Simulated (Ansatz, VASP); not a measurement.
# One calculation of Te2Mo, two programs

```
Te Mo
1.0
     3.51820    0.00000    0.00000
    -1.75910    3.04685    0.00000
     0.00000    0.00000   13.97360
Te Mo
4 2
Cartesian
  1.7591 1.0156 5.2960
  0.0000 2.0312 12.2828
  1.7591 1.0156 1.6908
  0.0000 2.0312 8.6776
  1.7591 1.0156 10.4802
  0.0000 2.0312 3.4934
```

Alike in both runs: task relaxation of cell and atoms; functional revPBE; k mesh 7 × 7 × 2; occupations fermi-dirac, width 0.05 eV; no spin polarisation.

|  | VASP | Ansatz |
| --- | --- | --- |
| version | VASP 6.6.1 | Ansatz 0.2.0 |
| potentials or method | VASP PAW PBE potentials, release 64 (Te, Mo_sv) | Ansatz PAW |
| plane-wave cutoff (eV) | 600 | 420 |
| valence electrons in the cell | 52 | 92 |

Ansatz gave:

| Item | Value |
| --- | --- |
| gap on the k mesh at the Fermi level, each at its own relaxed structure (eV) | 1.34 |
| relaxed volume (Å³/atom) | 38.98 |
| relaxed cell length with the largest relative difference (Å) | 21.058 |
| energy change over the relaxation (meV/atom) | -50 |

**Question.** Estimate VASP's values.

**Answer.** gap on the k mesh at the Fermi level, each at its own relaxed structure (eV): 1.34; relaxed volume (Å³/atom): 33.40; relaxed cell length with the largest relative difference (Å): 18.065; energy change over the relaxation (meV/atom): -45.

One of these differences is far larger than is usual between the two programs; its cause wasn't traced. The two sets of potentials don't hold the same shells in valence.

Caveats: the volume moved by over 15 % at a fixed basis, so the end points are rough; spin-orbit coupling is left out, which moves the levels of the heavy elements; this functional lacks dispersion, which binds the layers, so the pressure and a relaxed spacing across them are unreliable, and here the layers came unbound; the PAW data sets were made with another functional, which shifts forces and pressure a little (VASP); an odd mesh through Γ misses points on the zone boundary, where band edges often lie (VASP); odd divisions of the mesh miss points on the zone boundary, where band edges often lie, so the gap on the mesh can be too wide (Ansatz); the plane-wave basis is chosen anew once the cell has moved, so the energies of steps on either side of that aren't comparable (Ansatz). Zero-point motion and thermal expansion aren't in these numbers.
